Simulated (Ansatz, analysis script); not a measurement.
Computed results, one entry a study.

Energy of spin spirals in a free-standing square V monolayer, spacing 2.841 Å. The cell holds 1 atom: 1 V. Cell: a = 2.841 Å, b = 2.841 Å, c = 14.000 Å, α = 90.0°, β = 90.0°, γ = 90.0°. An idealised lattice of chosen spacing, in vacuum. Vacuum lies along c. The calculation used PBE, PAW set soft_1; spin spirals by the generalised Bloch theorem, no spin–orbit coupling (and 2 further levels or steps) in Ansatz 0.2.0 and analysis script 1, with cutoff 420 eV, 20×20×1 k-mesh, Fermi-Dirac occupations, smearing width 0.1 eV, cone angle 90 °, wavevectors 7, starting moments 2.57 μB in one of its runs. The lowest point of the path is q = (0, 0.5, 0), -102 meV a magnetic atom from q = 0 and the highest point is 0 meV a magnetic atom. The state at q = (0, 0.5, 0) lies 102 meV a magnetic atom below the ferromagnetic start, so that start is not the lowest state; a flat spiral with q made of halves, on one magnetic atom a cell, is a collinear order of a doubled cell. The moments change by at most 7 % from their size at q = 0, so they are nearly rigid. No spin model is given, since a fit of a few shells misses single points by over 4 % of their range. The cell was taken as built, with atoms unrelaxed. In doubt: the program's search for lower states was switched off, so a lower magnetic state than those reached may exist.

[Hosts, paths, dates, database ids (printed as entryN), source tags and the programs' standing remarks are cut or masked in the printed files.]
